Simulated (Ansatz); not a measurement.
Si in the diamond structure: an Ansatz output whose functional has been blanked. The cell was relaxed with r2SCAN and then strained (epitaxial +1.0 % in the xy plane, free normal strain -0.73 %), with the atoms relaxed again with r2SCAN; k points keep the names of the unstrained zone.

```
Si
1.0
     0.00000    2.74934    2.70221
     2.74934    0.00000    2.70221
     2.74934    2.74934    0.00000
Si
2
Direct
  0.00000 0.00000 0.00000
  0.25000 0.25000 0.25000
```

```
Pseudopotential: Si, paw, valence charge 4, recommended cutoff 420 eV
Crystal: 2 atoms, lattice volume = 40.851 Å³
Basis set: ecut = 420 eV, 813 PW (Γ)
Bands: 8, of which v1, the nominal top of the filled ones, is band 4 counted from 1 (3 counted from 0)
Symmetry: 16 space group operations
Space group: I41/amd (ITA 141)
k-points: 30 of 216
hybrid outer 1: dexx = +3.102e-3 eV, tail = 5.75e-6 eV
hybrid outer 2: dexx = +2.289e-8 eV, tail = 1.69e-8 eV, Δε = 9.56e-4 eV
hybrid SCF converged: 2 outer / 7 inner (+2 warm-up)
Free energy (F): -1272.562578 eV
Fermi energy:    5.770592 eV
--- Per-component energies (eV) ---
  E_band       = 1.360366
  E_kinetic    = 80.364810
  E_local      = -54.975602
  E_nonlocal   = 50.385403
  E_hartree    = 15.199837
  E_xc         = -89.794345
  E_vxc        = -76.130911
  E_exx        = -11.115058
  E_paw        = -1035.488006
  E_vpaw       = -6.452691
  E_ewald      = -227.021396
  E_core_change = -0.118233
--- Forces (eV/Å), atoms counted from 1 ---
  atom   1  Si      0.00000      0.00000      0.00000
  atom   2  Si      0.00000      0.00000      0.00000
--- Stress (GPa, compression-positive) ---
       -1.987820       0.000000       0.000000
        0.000000      -1.987820       0.000000
        0.000000       0.000000      -0.203190
  P = ⅓ Tr σ = -1.3929 GPa (-13.929 kbar)
--- Band table (eV; the first three rows and the last of 30) ---
  k-point 0: bands = [-7.4514, 5.6450, 5.6450, 5.7706, 8.9510, 9.0143, 9.0143, 9.7549]
  k-point 1: bands = [-7.0577, 3.1458, 5.1662, 5.2778, 8.7156, 9.6642, 9.6758, 11.9453]
  k-point 2: bands = [-5.9498, -0.1207, 4.5415, 4.6951, 8.0767, 9.9354, 10.0572, 14.4624]
  k-point 29: bands = [-2.8374, -2.8374, 2.5159, 2.5159, 6.9111, 6.9111, 16.9654, 16.9654]
```

The file bands.tsv (bands near the Fermi energy, numbered from 0, rounded):
```tsv
# k_distance	band_0	band_1	band_2	band_3	band_4	band_5	band_6	band_7
# fermi_ev = 5.770592
# [0, 0, 0] at k_distance = 0.000000
# [0.5, 0, 0.5] at k_distance = 1.142672
# [0.625, 0.25, 0.625] at k_distance = 1.550205
# [0.375, 0.375, 0.75] at k_distance = 2.251994
# [0.5, 0.5, 0.5] at k_distance = 2.959894
# [0.5, 0.25, 0.75] at k_distance = 3.774961
# [0.416667, 0.416667, 0] at k_distance = 5.378320
# levels_relative_to = fermi_ev
0.000	-13.222	-0.126	-0.126	0.000	3.180	3.244	3.244	3.984
1.143	-8.716	-8.716	-3.116	-3.116	1.282	1.282	11.167	11.167
1.550	-9.154	-8.057	-4.684	-2.646	1.807	4.907	8.384	8.944
2.252	-9.124	-7.961	-4.672	-2.789	1.657	4.673	8.420	8.990
2.960	-10.682	-7.696	-1.462	-1.290	2.063	3.977	4.133	8.492
3.775	-8.493	-8.493	-4.185	-4.185	4.872	4.872	5.732	5.732
5.378	-9.957	-7.100	-3.130	-3.130	0.976	1.666	9.842	9.842
```
In order the rows are Γ, X, U, K, L, W, Γ–X (0.83).

Problem. Which functional gave these numbers?
A. HSE06
B. LDA
C. PBE0
D. LC-ωPBE

Solution. A. HSE06. The exchange loop and the term E_exx show exact exchange. HSE06 gives an indirect gap of 0.98 eV, from Γ to Γ–X (0.83 of the way from Γ); the least direct gap is 3.18 eV at Γ. Among hybrids the size of the gap and of E_exx follows the share and range of exact exchange. The stress of a hybrid is loosely converged here. Within one family of functionals the choice rests on the size of the gap and stress, not on a line of the log.

Wall time 20 s on 1 × NVIDIA H100 80GB HBM3 with 2 threads of AMD EPYC 7R13 Processor (Zen 3), with other jobs on the host, load about 3.8 per core; peak host memory 1.9 GiB.

(Simulation; spin polarisation is off.)

The meshes of the hybrids are coarse, so their gaps aren't converged to the digits shown.
